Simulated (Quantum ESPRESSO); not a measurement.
Cu under changes of volume

One of the cells (11.436 Å³/atom); the others are scaled copies at fixed shape and fractional positions:

```xyz
2
Lattice="2.5341 0.0000 0.0000 -1.2670 2.1946 0.0000 0.0000 0.0000 4.1126" Properties=species:S:1:pos:R:3 pbc="T T T"
Cu    1.2670    0.7315    3.0844
Cu    0.0000    1.4631    1.0281
```

This isn't the form of Cu at room conditions, which is fcc.

| Property | Result |
| --- | --- |
| Program | Quantum ESPRESSO 7.5 |
| Functional | r2SCAN |
| Potentials or basis | SG15 PBE 1.2 |
| Cutoff | 1197 eV |
| Density cutoff | 4789 eV |
| k mesh | 6 × 6 × 4 |
| Occupations | fermi-dirac, width 0.05 eV |
| Spin | no spin polarisation |

| volume (Å³/atom) | energy over the lowest point (meV/atom) | pressure (GPa) |
| --- | --- | --- |
| 10.749 | 31.52 | 13.3 |
| 10.978 | ? | ? |
| 11.207 | 5.43 | 5.1 |
| 11.436 | 0.46 | 1.7 |
| 11.664 | 0.00 | -1.3 |
| 11.893 | 3.48 | -3.9 |
| 12.122 | 10.43 | -6.2 |

Task: What does the run at 10.978 Å³/atom give?

Result: Energy over the lowest point 15.55 meV/atom; pressure 8.9 GPa.

Worked out: A Birch-Murnaghan fit of order 3 (a polynomial in V^(-2/3)) to the other rows has its minimum at 11.57 Å³/atom with B0 = V·E''(V) = 147 GPa and B' = 5.7 at fixed shape and positions, which overstates the stiffness. It gives 15.54 meV/atom at 10.978 Å³/atom, against the run's 15.55, and -dE/dV = 9.0 GPa, against 8.9.

Energies are extrapolated to zero smearing.

Caveats: all runs use coarse meshes; the potentials were made for another functional, which shifts forces and pressure.
